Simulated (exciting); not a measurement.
# Al (Fm-3m) in exciting: equation of state

Aim: energy against volume of Al in PBE, for its equilibrium volume and stiffness.

Everything below comes from runs of exciting (release sodium). Logs are shortened: lines on timing, memory, paths and dates and some standing lists are left out, and cuts for length are marked.

**The experiment to reproduce.**

From “The interpretation of polycrystalline coherent inelastic neutron scattering from aluminium”, 2013, pmc:3831299, for a bulk crystal of Al: bulk modulus 76.9 GPa.

How close the calculation comes is told below.

## 1. The structure

It takes space group Fm-3m (No. 225, cubic). The conventional cell has a = 4.050 Å, b = 4.050 Å, c = 4.050 Å, α = 90.00°, β = 90.00°, γ = 90.00°. Al (site symmetry m-3m) has 12 Al at 2.86 Å as nearest neighbours.

## 2. Equation of state, PBE, 15.61 Å³/atom (volume scaled by 0.94)

File input.xml:

```xml
<input>
  <title>Al</title>
  <structure speciespath="./" tshift="false">
    <crystal scale="1">
      <basevect>0.000000000000 3.748216684379 3.748216684379</basevect>
      <basevect>3.748216684379 0.000000000000 3.748216684379</basevect>
      <basevect>3.748216684379 3.748216684379 0.000000000000</basevect>
    </crystal>
    <species speciesfile="Al.xml" rmt="2">
      <atom coord="0.000000000000 0.000000000000 0.000000000000"/>
    </species>
  </structure>
  <groundstate do="fromscratch" ngridk="11 11 11" rgkmax="7.5" gmaxvr="14" lmaxapw="10" lmaxmat="10" lmaxvr="8" xctype="GGA_PBE" stype="Fermi Dirac" swidth="0.00183747" nempty="8" ValenceRelativity="iora*" epsengy="1e-05" epspot="1e-05" maxscl="60" outputlevel="normal"/>
</input>
```

Potentials or basis: all-electron LAPW+lo, shipped species files, valence relativity iora*.

On the command line:

```sh
> OMP_NUM_THREADS=1 exciting_smp
```

INFO.OUT:

```text
================================================================================
EXCITING SODIUM started
[... 10 lines left out ...]

 Lattice vectors (cartesian) :
      0.0000000000      3.7482166844      3.7482166844
      3.7482166844      0.0000000000      3.7482166844
      3.7482166844      3.7482166844      0.0000000000

 Reciprocal lattice vectors (cartesian) :
     -0.8381566270      0.8381566270      0.8381566270
      0.8381566270     -0.8381566270      0.8381566270
      0.8381566270      0.8381566270     -0.8381566270

 Unit cell volume                           :     105.3183542880
 Brillouin zone volume                      :       2.3552420195

 Species :    1 (Al)
     parameters loaded from                 :    Al.xml
     name                                   :    aluminium
     nuclear charge                         :     -13.00000000
     electronic charge                      :      13.00000000
     atomic mass                            :   49184.33493000
     muffin-tin radius                      :       2.00000000
     # of radial points in muffin-tin       :     300

     atomic positions (lattice) :
       1 :   0.00000000  0.00000000  0.00000000

 Total number of atoms per unit cell        :       1

 Spin treatment                             :    spin-unpolarised

 Number of Bravais lattice symmetries       :      48
 Number of crystal symmetries               :      48

 k-point grid                               :      11   11   11
 Total number of k-points                   :      56
 k-point set is reduced with crystal symmetries

 R^MT_min * |G+k|_max (rgkmax)              :       7.50000000
 Species with R^MT_min                      :       1 (Al)
 Maximum |G+k| for APW functions            :       3.75000000
 Maximum |G| for potential and density      :      14.00000000

 G-vector grid sizes                        :      24    24    24
 Total number of G-vectors                  :    4909

 Maximum angular momentum used for
     APW functions                          :      10
     computing H and O matrix elements      :      10
     potential and density                  :       8
     inner part of muffin-tin               :       2

 Total nuclear charge                       :     -13.00000000
 Total electronic charge                    :      13.00000000
 Total core charge                          :       4.00000000
 Total valence charge                       :       9.00000000

 Number of empty states                     :       8
 Total number of valence states             :      13

 Maximum Hamiltonian size                   :     120
 Maximum number of plane-waves              :     113
 Total number of local-orbitals             :       7

 Exchange-correlation type                  :      20
     Perdew-Burke-Ernzerhof, Phys. Rev. Lett. 77, 3865 (1996)
     Generalised gradient approximation (GGA)

 Smearing scheme                            :    Fermi-Dirac
 Smearing width                             :       0.00183747

 Using multisecant Broyden potential mixing
[... 16 lines left out ...]
+ SCF iteration number :    1                                                  +
++++++++++++++++++++++++++++++++++++++++++++++++++++++++++++++++++++++++++++++++
 Total energy                               :      -242.56098035
 _______________________________________________________________
 Fermi energy                               :         0.29124959
 Kinetic energy                             :       243.64484740
 Coulomb energy                             :      -467.55297976
 Exchange energy                            :       -18.13641087
 Correlation energy                         :        -0.51643712

 DOS at Fermi energy (states/Ha/cell)       :        13.32742582

 Electron charges :
     core                                   :         4.00000000
     core leakage                           :         0.00136804
     valence                                :         9.00000000
     interstitial                           :         2.10609261
     charge in muffin-tin spheres :
                  atom     1    Al          :        10.89390739
     total charge in muffin-tins            :        10.89390739
     total charge                           :        13.00000000

++++++++++++++++++++++++++++++++++++++++++++++++++++++++++++++++++++++++++++++++
+ SCF iteration number :    2                                                  +
++++++++++++++++++++++++++++++++++++++++++++++++++++++++++++++++++++++++++++++++
 Total energy                               :      -242.63177050
 _______________________________________________________________
 Fermi energy                               :         0.29054215
 Kinetic energy                             :       243.56429669
 Coulomb energy                             :      -467.54276124
 Exchange energy                            :       -18.13688746
 Correlation energy                         :        -0.51641850

 DOS at Fermi energy (states/Ha/cell)       :        13.53611390

 Electron charges :
     core                                   :         4.00000000
     core leakage                           :         0.00136036
     valence                                :         9.00000000
     interstitial                           :         2.10399264
     charge in muffin-tin spheres :
                  atom     1    Al          :        10.89600736
     total charge in muffin-tins            :        10.89600736
     total charge                           :        13.00000000

 RMS change in effective potential (target) :  0.105355      ( 0.100000E-04)
 Absolute change in total energy   (target) :  0.707901E-01  ( 0.100000E-04)
 Charge distance                   (target) :  0.378696E-03  ( 0.100000E-04)

++++++++++++++++++++++++++++++++++++++++++++++++++++++++++++++++++++++++++++++++
+ SCF iteration number :    3                                                  +
++++++++++++++++++++++++++++++++++++++++++++++++++++++++++++++++++++++++++++++++
 Total energy                               :      -242.68649459
 _______________________________________________________________
 Fermi energy                               :         0.28996241
 Kinetic energy                             :       243.49749115
 Coulomb energy                             :      -467.53058323
 Exchange energy                            :       -18.13700205
 Correlation energy                         :        -0.51640047

 DOS at Fermi energy (states/Ha/cell)       :        13.69953552

 Electron charges :
     core                                   :         4.00000000
     core leakage                           :         0.00135426
     valence                                :         9.00000000
     interstitial                           :         2.10232125
     charge in muffin-tin spheres :
                  atom     1    Al          :        10.89767875
     total charge in muffin-tins            :        10.89767875
     total charge                           :        13.00000000
[... 140 lines left out ...]
++++++++++++++++++++++++++++++++++++++++++++++++++++++++++++++++++++++++++++++++
+ SCF iteration number :    9                                                  +
++++++++++++++++++++++++++++++++++++++++++++++++++++++++++++++++++++++++++++++++
 Total energy                               :      -242.82136953
 _______________________________________________________________
 Fermi energy                               :         0.28845836
 Kinetic energy                             :       243.34165130
 Coulomb energy                             :      -467.50883048
 Exchange energy                            :       -18.13782529
 Correlation energy                         :        -0.51636506

 DOS at Fermi energy (states/Ha/cell)       :        14.07021745

 Electron charges :
     core                                   :         4.00000000
     core leakage                           :         0.00133994
     valence                                :         9.00000000
     interstitial                           :         2.09840278
     charge in muffin-tin spheres :
                  atom     1    Al          :        10.90159722
     total charge in muffin-tins            :        10.90159722
     total charge                           :        13.00000000

 RMS change in effective potential (target) :  0.576431E-08  ( 0.100000E-04)
 Absolute change in total energy   (target) :  0.806811E-05  ( 0.100000E-04)
 Charge distance                   (target) :  0.646177E-07  ( 0.100000E-04)

++++++++++++++++++++++++++++++++++++++++++++++++++++++++++++++++++++++++++++++++
+ SCF iteration number :   10                                                  +
++++++++++++++++++++++++++++++++++++++++++++++++++++++++++++++++++++++++++++++++
 Total energy                               :      -242.82136946
 _______________________________________________________________
 Fermi energy                               :         0.28845836
 Kinetic energy                             :       243.34165128
 Coulomb energy                             :      -467.50883040
 Exchange energy                            :       -18.13782528
 Correlation energy                         :        -0.51636506

 DOS at Fermi energy (states/Ha/cell)       :        14.07021752

 Electron charges :
     core                                   :         4.00000000
     core leakage                           :         0.00133994
     valence                                :         9.00000000
     interstitial                           :         2.09840278
     charge in muffin-tin spheres :
                  atom     1    Al          :        10.90159722
     total charge in muffin-tins            :        10.90159722
     total charge                           :        13.00000000

 RMS change in effective potential (target) :  0.194207E-08  ( 0.100000E-04)
 Absolute change in total energy   (target) :  0.659310E-07  ( 0.100000E-04)
 Charge distance                   (target) :  0.706920E-09  ( 0.100000E-04)

++++++++++++++++++++++++++++++++++++++++++++++++++++++++++++++++++++++++++++++++
| Convergency criteria checked for the last 2 iterations                       +
| Convergence targets achieved. Performing final SCF iteration                 +
++++++++++++++++++++++++++++++++++++++++++++++++++++++++++++++++++++++++++++++++
 Total energy                               :      -242.82136950
 _______________________________________________________________
 Fermi energy                               :         0.28845836
 Kinetic energy                             :       243.34165128
 Coulomb energy                             :      -467.50883044
 Exchange energy                            :       -18.13782528
 Correlation energy                         :        -0.51636506

 DOS at Fermi energy (states/Ha/cell)       :        14.07021746

 Electron charges :
     core                                   :         4.00000000
     core leakage                           :         0.00133994
     valence                                :         9.00000000
     interstitial                           :         2.09840278
     charge in muffin-tin spheres :
                  atom     1    Al          :        10.90159722
     total charge in muffin-tins            :        10.90159722
     total charge                           :        13.00000000

++++++++++++++++++++++++++++++++++++++++++++++++++++++++++++++++++++++++++++++++
[... 7 lines left out ...]

--------------------------------------------------------------------------------
- CAUTION! Warnings have been written in file WARNING.OUT !                    -
--------------------------------------------------------------------------------
================================================================================
| EXCITING SODIUM stopped                                                      =
================================================================================
```

It took 9.2 s on 1 thread of Arm Neoverse V2, shared host; peak memory 0.09 GiB.

What came out:

| Quantity | Value |
| --- | --- |
| Free energy | -6607.5100 eV |
| Band gap on the k mesh | none (metal or under the smearing width) |
| All electrons inside the program's atomic spheres | Al 10.90 (radii Al 2.0 bohr) |

Caveat: the log's total energy holds no entropy term; the free energy is that total less TS from the occupations.

## 3. Equation of state, PBE, 15.94 Å³/atom (volume scaled by 0.96)

Edit input.xml of step 2 so:

```diff
@@ -4,5 +4,5 @@
     <crystal scale="1">
-      <basevect>0.000000000000 3.748216684379 3.748216684379</basevect>
-      <basevect>3.748216684379 0.000000000000 3.748216684379</basevect>
-      <basevect>3.748216684379 3.748216684379 0.000000000000</basevect>
+      <basevect>0.000000000000 3.774613446206 3.774613446206</basevect>
+      <basevect>3.774613446206 0.000000000000 3.774613446206</basevect>
+      <basevect>3.774613446206 3.774613446206 0.000000000000</basevect>
     </crystal>
```

Potentials or basis: all-electron LAPW+lo, shipped species files, valence relativity iora*.

On the command line:

```sh
> OMP_NUM_THREADS=1 exciting_smp
```

Wall time 9.4 s (1 thread of Arm Neoverse V2, shared host); peak memory 0.09 GiB.

The run converged. Its results:

```yaml
Free_energy: -6607.5184 eV
Band_gap_on_the_k_mesh: none (metal or under the smearing width)
All_electrons_inside_the_program's_atomic_spheres: Al 10.89 (radii Al 2.0 bohr)
```

Caveat: the log's total energy holds no entropy term; the free energy is that total less TS from the occupations.

## 4. Equation of state, PBE, 16.27 Å³/atom (volume scaled by 0.98)

Edit input.xml of step 3 so:

```diff
@@ -4,5 +4,5 @@
     <crystal scale="1">
-      <basevect>0.000000000000 3.774613446206 3.774613446206</basevect>
-      <basevect>3.774613446206 0.000000000000 3.774613446206</basevect>
-      <basevect>3.774613446206 3.774613446206 0.000000000000</basevect>
+      <basevect>0.000000000000 3.800646085586 3.800646085586</basevect>
+      <basevect>3.800646085586 0.000000000000 3.800646085586</basevect>
+      <basevect>3.800646085586 3.800646085586 0.000000000000</basevect>
     </crystal>
```

On the command line:

```sh
> OMP_NUM_THREADS=1 exciting_smp
```

Wall time 11 s (1 thread of Arm Neoverse V2, shared host); peak memory 0.09 GiB.

Results (log left out):

* Free energy: -6607.5227 eV
* Band gap on the k mesh: none (metal or under the smearing width)
* All electrons inside the program's atomic spheres: Al 10.88 (radii Al 2.0 bohr)

Caveat: the log's total energy holds no entropy term; the free energy is that total less TS from the occupations.

## 5. Equation of state, PBE, 16.60 Å³/atom

Edit input.xml of step 4 so:

```diff
@@ -4,5 +4,5 @@
     <crystal scale="1">
-      <basevect>0.000000000000 3.800646085586 3.800646085586</basevect>
-      <basevect>3.800646085586 0.000000000000 3.800646085586</basevect>
-      <basevect>3.800646085586 3.800646085586 0.000000000000</basevect>
+      <basevect>0.000000000000 3.826326905773 3.826326905773</basevect>
+      <basevect>3.826326905773 0.000000000000 3.826326905773</basevect>
+      <basevect>3.826326905773 3.826326905773 0.000000000000</basevect>
     </crystal>
```

On the command line:

```sh
> OMP_NUM_THREADS=1 exciting_smp
```

Run time: 10 s. Hardware: 1 thread of Arm Neoverse V2, shared host; peak memory 0.09 GiB.

Results (log left out):

```
Free energy                                       : -6607.5237 eV
Band gap on the k mesh                            : none (metal or under the smearing width)
All electrons inside the program's atomic spheres : Al 10.87 (radii Al 2.0 bohr)
```

Caveat: the log's total energy holds no entropy term; the free energy is that total less TS from the occupations.

## 6. Equation of state, PBE, 16.93 Å³/atom (volume scaled by 1.02)

Edit input.xml of step 5 so:

```diff
@@ -4,5 +4,5 @@
     <crystal scale="1">
-      <basevect>0.000000000000 3.826326905773 3.826326905773</basevect>
-      <basevect>3.826326905773 0.000000000000 3.826326905773</basevect>
-      <basevect>3.826326905773 3.826326905773 0.000000000000</basevect>
+      <basevect>0.000000000000 3.851667557494 3.851667557494</basevect>
+      <basevect>3.851667557494 0.000000000000 3.851667557494</basevect>
+      <basevect>3.851667557494 3.851667557494 0.000000000000</basevect>
     </crystal>
```

Potentials or basis: all-electron LAPW+lo, shipped species files, valence relativity iora*.

On the command line:

```sh
> OMP_NUM_THREADS=1 exciting_smp
```

It took 9.7 s on 1 thread of Arm Neoverse V2, shared host; peak memory 0.09 GiB.

The run converged. Its results:

```
Free energy                                       : -6607.5212 eV
Band gap on the k mesh                            : none (metal or under the smearing width)
All electrons inside the program's atomic spheres : Al 10.86 (radii Al 2.0 bohr)
```

Caveat: the log's total energy holds no entropy term; the free energy is that total less TS from the occupations.

## 7. Equation of state, PBE, 17.27 Å³/atom (volume scaled by 1.04)

Edit input.xml of step 6 so:

```diff
@@ -4,5 +4,5 @@
     <crystal scale="1">
-      <basevect>0.000000000000 3.851667557494 3.851667557494</basevect>
-      <basevect>3.851667557494 0.000000000000 3.851667557494</basevect>
-      <basevect>3.851667557494 3.851667557494 0.000000000000</basevect>
+      <basevect>0.000000000000 3.876679086764 3.876679086764</basevect>
+      <basevect>3.876679086764 0.000000000000 3.876679086764</basevect>
+      <basevect>3.876679086764 3.876679086764 0.000000000000</basevect>
     </crystal>
```

On the command line:

```sh
> OMP_NUM_THREADS=1 exciting_smp
```

It took 12 s on 1 thread of Arm Neoverse V2, shared host; peak memory 0.09 GiB.

The run converged. Its results:

| Item | Value |
| --- | --- |
| Free energy | -6607.5158 eV |
| Band gap on the k mesh | none (metal or under the smearing width) |
| All electrons inside the program's atomic spheres | Al 10.85 (radii Al 2.0 bohr) |

Caveat: the log's total energy holds no entropy term; the free energy is that total less TS from the occupations.

## 8. Equation of state, PBE, 17.60 Å³/atom (volume scaled by 1.06)

Edit input.xml of step 7 so:

```diff
@@ -4,5 +4,5 @@
     <crystal scale="1">
-      <basevect>0.000000000000 3.876679086764 3.876679086764</basevect>
-      <basevect>3.876679086764 0.000000000000 3.876679086764</basevect>
-      <basevect>3.876679086764 3.876679086764 0.000000000000</basevect>
+      <basevect>0.000000000000 3.901371975896 3.901371975896</basevect>
+      <basevect>3.901371975896 0.000000000000 3.901371975896</basevect>
+      <basevect>3.901371975896 3.901371975896 0.000000000000</basevect>
     </crystal>
```

On the command line:

```sh
> OMP_NUM_THREADS=1 exciting_smp
```

Run time: 13 s. Hardware: 1 thread of Arm Neoverse V2, shared host; peak memory 0.09 GiB.

Results (log left out):

- Free energy: -6607.5081 eV
- Band gap on the k mesh: none (metal or under the smearing width)
- All electrons inside the program's atomic spheres: Al 10.84 (radii Al 2.0 bohr)

Caveat: the log's total energy holds no entropy term; the free energy is that total less TS from the occupations.

## 9. Equation of state, PBE

Potentials or basis: all-electron LAPW+lo, shipped species files, valence relativity iora*.

This step only gathers the single runs of the series.

Results:

| Property | Result |
| --- | --- |
| Equilibrium volume | 16.52 Å³/atom |
| Bulk modulus | 80 GPa |
| Pressure derivative of the bulk modulus | 4.5 (rough: it moves with the points fitted) |

Energy against volume, from the lowest point:
| volume (Å³/atom) | energy (meV/atom) |
| --- | --- |
| 15.607 | 13.73 |
| 15.939 | 5.34 |
| 16.271 | 0.97 |
| 16.603 | 0.00 |
| 16.935 | 2.49 |
| 17.267 | 7.93 |
| 17.599 | 15.66 |

## 10. How close it comes

Step 9. Against the measured bulk modulus of Al, 76.9 GPa (quoted in “The interpretation of polycrystalline coherent inelastic neutron scattering from aluminium”, 2013, pmc:3831299), the calculated 80 GPa is off by +3.4 %. The fit is for a static lattice scaled at fixed shape and fixed fractional positions. The cell as given is a measured one (16.60 Å³/atom); PBE puts the equilibrium volume -0.5 % from it, thermal expansion not counted.
